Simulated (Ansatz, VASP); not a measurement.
ZrC: VASP beside Ansatz

Contents of INCAR:

```
SYSTEM = ZrC
ALGO = Normal
EDIFF = 1E-6
ENCUT = 520
GGA = PS
ISIF = 2
ISMEAR = 0
LASPH = .TRUE.
LCHARG = .FALSE.
LREAL = .FALSE.
LWAVE = .FALSE.
NBANDS = 15
NELM = 80
PREC = Accurate
SIGMA = 0.1
```

KPOINTS

```
k-points
0
G
  11 11 14
  0 0 0
```

POSCAR

```
ZrC
1.0
    3.2188795813     -0.0000000228      0.0003827805
   -0.0000000228      3.2188795813      0.0003827805
    1.6097259713      1.6097259713      2.3608422000
Zr C
1 1
Direct
    0.0000000000      0.0000000000      0.0000000000
    0.5000000000      0.5000000000      0.0000000000
```

Input for Ansatz:

```yaml
crystal:
  lattice:
    - [3.2188795813, -2.28e-08, 0.0003827805]
    - [-2.28e-08, 3.2188795813, 0.0003827805]
    - [1.6097259713, 1.6097259713, 2.3608422]
  atoms:
    - { symbol: Zr, position: [0.0, 0.0, 0.0] }
    - { symbol: C, position: [0.5, 0.5, 0.0] }
basis:
  ecutwfc: 420
kpoints:
  mp_grid: { grid: [11, 11, 14] }
hamiltonian:
  xc: pbesol
scf:
  occupations: { method: gaussian, width: 0.1 }
output:
  forces: true
  stress: true
  eigenvalues: true
```

Change from the starting cell: band edges of the strained film's bulk.

Alike in both runs: task single point; functional PBEsol; k mesh 11 × 11 × 14; occupations gaussian, width 0.1 eV; no spin polarisation.

|  | VASP | Ansatz |
| --- | --- | --- |
| version | VASP 6.6.1 | Ansatz 0.2.0 |
| potentials or method | VASP PAW PBE potentials, release 64 (Zr_sv, C) | scalar-relativistic, plane waves, PAW |
| plane-wave cutoff (eV) | 520 | 420 |
| valence electrons in the cell | 16 | 16 |

```tsv
	VASP	Ansatz	Ansatz less VASP
gap on the k mesh at the Fermi level (eV)	none	none	-
pressure (GPa)	11.2	10.8	-0.42
largest component of the traceless stress (GPa)	10.91	10.85	-0.064
```

A gap of «none» marks a metal or a gap that the smearing closes.

Caveats: the PAW data sets were made with another functional, which shifts forces and pressure a little (VASP).
